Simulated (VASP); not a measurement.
# GaAs (F-43m) in VASP: further runs, part 2 of 2

VASP 6.6.1. The steps go on from the part before.

## Step 3: Dielectric tensor, PBEsol

INCAR reads:

```
SYSTEM = GaAs
ALGO = Normal
EDIFF = 1E-8
ENCUT = 400
GGA = PS
ISIF = 2
ISMEAR = 0
LASPH = .True.
LCHARG = .False.
LEPSILON = .True.
LREAL = .False.
LWAVE = .False.
NELM = 100
PREC = Accurate
SIGMA = 0.01
```

KPOINTS reads:

```
k-points
0
Gamma
  10 10 10
  0 0 0
```

POSCAR reads:

```
GaAs
1.0
    0.0000000000      2.8268500000      2.8268500000
    2.8268500000      0.0000000000      2.8268500000
    2.8268500000      2.8268500000      0.0000000000
As Ga
1 1
Direct
    0.7500000000      0.7500000000      0.7500000000
    0.0000000000      0.0000000000      0.0000000000
```

Potentials or basis: VASP PAW PBE potentials, release 64 (As, Ga_d).

Run with:

```sh
$ cat potpaw_PBE.64/As/POTCAR potpaw_PBE.64/Ga_d/POTCAR > POTCAR
$ mpirun -np 1 vasp_std > vasp.out
```

OUTCAR:

```text
SYSTEM = GaAs
   EDIFF = 1E-8
   ENCUT = 400
   GGA = PS
   ISIF = 2
   ISMEAR = 0
   LASPH = .True.
   LEPSILON = .True.
   LREAL = .False.
   NELM = 100
   PREC = Accurate

 Found     47 irreducible k-points:

 Following reciprocal coordinates:
            Coordinates               Weight
  0.000000  0.000000  0.000000      1.000000
  0.100000  0.000000  0.000000      8.000000
  0.200000  0.000000  0.000000      8.000000
  0.300000  0.000000  0.000000      8.000000
  0.400000  0.000000  0.000000      8.000000
  0.500000  0.000000  0.000000      4.000000
   k-points           NKPTS =     47   k-points in BZ     NKDIM =     47   number of bands    NBANDS=     13
   number of dos      NEDOS =    301   number of ions     NIONS =      2
   total plane-waves  NPLWV =  21952
   dimension x,y,z NGX =    28 NGY =   28 NGZ =   28
   dimension x,y,z NGXF=    56 NGYF=   56 NGZF=   56
   ions per type =               1   1
   NGX,Y,Z   is equivalent  to a cutoff of  11.64, 11.64, 11.64 a.u.
   NGXF,Y,Z  is equivalent  to a cutoff of  23.29, 23.29, 23.29 a.u.
 SYSTEM =  GaAs
   PREC   = accura    normal or accurate (medium, high low for compatibility)
   ISTART =      0    job   : 0-new  1-cont  2-samecut
   ICHARG =      2    charge: 1-file 2-atom 10-const
   ISPIN  =      1    spin polarized calculation?
   LNONCOLLINEAR =      F non collinear calculations
[... 208 lines left out ...]
  ---------------------------------------------------
  free energy    TOTEN  =        -3.14360272 eV

  energy without entropy =       -3.14360272

------------------------ aborting loop because EDIFF is reached ----------------------------------------

 PIEZOELECTRIC TENSOR FIELD DIRECTION 3  (e Angst)
 -----------------------------------------------------------------------------
    -0.00042  2.58386  0.00000           (  0.00000  0.01483  0.00000)
     2.58386 -0.00042  0.00000           (  0.01483  0.00000  0.00000)
     0.00000  0.00000 -0.00143           (  0.00000  0.00000 -0.00000)

 PIEZOELECTRIC TENSOR FIELD DIRECTION 3  (C/m^2)
 -----------------------------------------------------------------------------
    -0.00015  0.91631  0.00000
     0.91631 -0.00015  0.00000
     0.00000  0.00000 -0.00051

 MACROSCOPIC STATIC DIELECTRIC TENSOR (including local field effects in DFT)
 ------------------------------------------------------
          25.097694     0.000000    -0.000000
           0.000000    25.097694    -0.000000
           0.000000     0.000000    25.097694
 ------------------------------------------------------

 PIEZOELECTRIC TENSOR (including local field effects)  for field in x, y, z        (e  Angst)
          XX          YY          ZZ          XY          YZ          ZX
  --------------------------------------------------------------------------------
  x     0.00000     0.00000     0.00000     0.00000     2.59101     0.00000
  y    -0.00000     0.00000     0.00000     0.00000     0.00000     2.59101
  z    -0.00000    -0.00000     0.00000     2.59101     0.00000     0.00000

 PIEZOELECTRIC TENSOR (including local field effects)  for field in x, y, z        (C/m^2)
          XX          YY          ZZ          XY          YZ          ZX
  --------------------------------------------------------------------------------
  x     0.00000     0.00000     0.00000     0.00000     0.91884     0.00000
  y    -0.00000     0.00000     0.00000     0.00000     0.00000     0.91884
  z    -0.00000    -0.00000     0.00000     0.91884     0.00000     0.00000

 BORN EFFECTIVE CHARGES (including local field effects) (in |e|, cummulative output)
 ---------------------------------------------------------------------------------
 ion    1
    1    -2.18692     0.00000    -0.00000
    2     0.00000    -2.18692     0.00000
    3     0.00000     0.00000    -2.18692
 ion    2
    1     2.18692    -0.00000     0.00000
    2    -0.00000     2.18692    -0.00000
    3    -0.00000    -0.00000     2.18692
```

OSZICAR:

```text
N       E                     dE             d eps       ncg     rms          rms(c)
DAV:   1     0.715592801466E+02    0.71559E+02   -0.82391E+03  1246   0.166E+03
DAV:   2    -0.368432371712E+01   -0.75244E+02   -0.72151E+02  1317   0.295E+02
[... 12 lines left out ...]
RMM:   6    -0.314302006117E+01   -0.60524E-02   -0.35018E-04  8742   0.135E-01    0.176E-02
RMM:   7    -0.314301261368E+01    0.74475E-05   -0.10348E-05  8703   0.520E-02    0.413E-03
RMM:   8    -0.314365598943E+01   -0.64338E-03   -0.53919E-06  8880   0.172E-02    0.106E-03
RMM:   9    -0.314362870076E+01    0.27289E-04    0.85318E-07  9070   0.649E-03    0.424E-04
RMM:  10    -0.314361425376E+01    0.14447E-04   -0.28300E-07  9006   0.210E-03    0.111E-04
RMM:  11    -0.314360373764E+01    0.10516E-04    0.22873E-07  9032   0.904E-04    0.302E-05
RMM:  12    -0.314360272189E+01    0.10158E-05   -0.11301E-07  8055   0.333E-04    0.820E-06
```

It took 6.5 min on 1 thread of Intel Xeon Platinum 8259CL at 2.50GHz (Skylake/Cascade Lake), shared host; peak memory 0.32 GiB.

These settings aren't checked as converged: the numbers below hold their error.

Results:

| Item | Value |
| --- | --- |
| Band gap on the k mesh | 0.46 eV, direct |
| Electronic dielectric tensor (diagonal) | 25.10 |
| Born charges (mean of the diagonal) | As -2.19; Ga +2.19 e |

Caveat: the gap is small at this level, which inflates the dielectric constant.

## Step 4: Dielectric tensor, PBEsol

INCAR: that of step 3 with these lines changed.

```diff
@@ -3,3 +3,3 @@
 EDIFF = 1E-8
-ENCUT = 400
+ENCUT = 500
 GGA = PS
```

KPOINTS is that of step 3.

POSCAR is that of step 3.

Potentials or basis: VASP PAW PBE potentials, release 64 (As, Ga_d).

Run with:

```sh
$ cat potpaw_PBE.64/As/POTCAR potpaw_PBE.64/Ga_d/POTCAR > POTCAR
$ mpirun -np 1 vasp_std > vasp.out
```

OUTCAR:

```text
SYSTEM = GaAs
   EDIFF = 1E-8
   ENCUT = 500
   GGA = PS
   ISIF = 2
   ISMEAR = 0
   LASPH = .True.
   LEPSILON = .True.
   LREAL = .False.
   NELM = 100
   PREC = Accurate

 Found     47 irreducible k-points:

 Following reciprocal coordinates:
            Coordinates               Weight
  0.000000  0.000000  0.000000      1.000000
  0.100000  0.000000  0.000000      8.000000
  0.200000  0.000000  0.000000      8.000000
  0.300000  0.000000  0.000000      8.000000
  0.400000  0.000000  0.000000      8.000000
  0.500000  0.000000  0.000000      4.000000
   k-points           NKPTS =     47   k-points in BZ     NKDIM =     47   number of bands    NBANDS=     13
   number of dos      NEDOS =    301   number of ions     NIONS =      2
   total plane-waves  NPLWV =  27000
   dimension x,y,z NGX =    30 NGY =   30 NGZ =   30
   dimension x,y,z NGXF=    60 NGYF=   60 NGZF=   60
   ions per type =               1   1
   NGX,Y,Z   is equivalent  to a cutoff of  12.48, 12.48, 12.48 a.u.
   NGXF,Y,Z  is equivalent  to a cutoff of  24.95, 24.95, 24.95 a.u.
 SYSTEM =  GaAs
   PREC   = accura    normal or accurate (medium, high low for compatibility)
   ISTART =      0    job   : 0-new  1-cont  2-samecut
   ICHARG =      2    charge: 1-file 2-atom 10-const
   ISPIN  =      1    spin polarized calculation?
   LNONCOLLINEAR =      F non collinear calculations
[... 208 lines left out ...]
  ---------------------------------------------------
  free energy    TOTEN  =        -3.13984362 eV

  energy without entropy =       -3.13984362

------------------------ aborting loop because EDIFF is reached ----------------------------------------

 PIEZOELECTRIC TENSOR FIELD DIRECTION 3  (e Angst)
 -----------------------------------------------------------------------------
    -0.00095  2.58428  0.00000           (  0.00000  0.01481  0.00000)
     2.58428 -0.00095  0.00000           (  0.01481  0.00000  0.00000)
     0.00000  0.00000 -0.00040           (  0.00000  0.00000  0.00000)

 PIEZOELECTRIC TENSOR FIELD DIRECTION 3  (C/m^2)
 -----------------------------------------------------------------------------
    -0.00034  0.91646  0.00000
     0.91646 -0.00034  0.00000
     0.00000  0.00000 -0.00014

 MACROSCOPIC STATIC DIELECTRIC TENSOR (including local field effects in DFT)
 ------------------------------------------------------
          25.063841     0.000000     0.000000
           0.000000    25.063841    -0.000000
           0.000000     0.000000    25.063841
 ------------------------------------------------------

 PIEZOELECTRIC TENSOR (including local field effects)  for field in x, y, z        (e  Angst)
          XX          YY          ZZ          XY          YZ          ZX
  --------------------------------------------------------------------------------
  x     0.00000    -0.00000    -0.00000     0.00000     2.59118    -0.00000
  y    -0.00000     0.00000    -0.00000    -0.00000     0.00000     2.59118
  z    -0.00000    -0.00000     0.00000     2.59118    -0.00000     0.00000

 PIEZOELECTRIC TENSOR (including local field effects)  for field in x, y, z        (C/m^2)
          XX          YY          ZZ          XY          YZ          ZX
  --------------------------------------------------------------------------------
  x     0.00000    -0.00000    -0.00000     0.00000     0.91890    -0.00000
  y    -0.00000     0.00000    -0.00000    -0.00000     0.00000     0.91890
  z    -0.00000    -0.00000     0.00000     0.91890    -0.00000     0.00000

 BORN EFFECTIVE CHARGES (including local field effects) (in |e|, cummulative output)
 ---------------------------------------------------------------------------------
 ion    1
    1    -2.18725     0.00000     0.00000
    2     0.00000    -2.18725     0.00000
    3     0.00000     0.00000    -2.18725
 ion    2
    1     2.18725     0.00000     0.00000
    2     0.00000     2.18725     0.00000
    3     0.00000     0.00000     2.18725
```

Wall time 9.8 min (1 thread of Intel Xeon Platinum 8259CL at 2.50GHz (Skylake/Cascade Lake), shared host); peak memory 0.39 GiB.

These settings aren't checked as converged: the numbers below hold their error.

What came out:

```
Band gap on the k mesh                  : 0.46 eV, direct
Electronic dielectric tensor (diagonal) : 25.06
Born charges (mean of the diagonal)     : As -2.19; Ga +2.19 e
```

Caveat: the gap is small at this level, which inflates the dielectric constant.
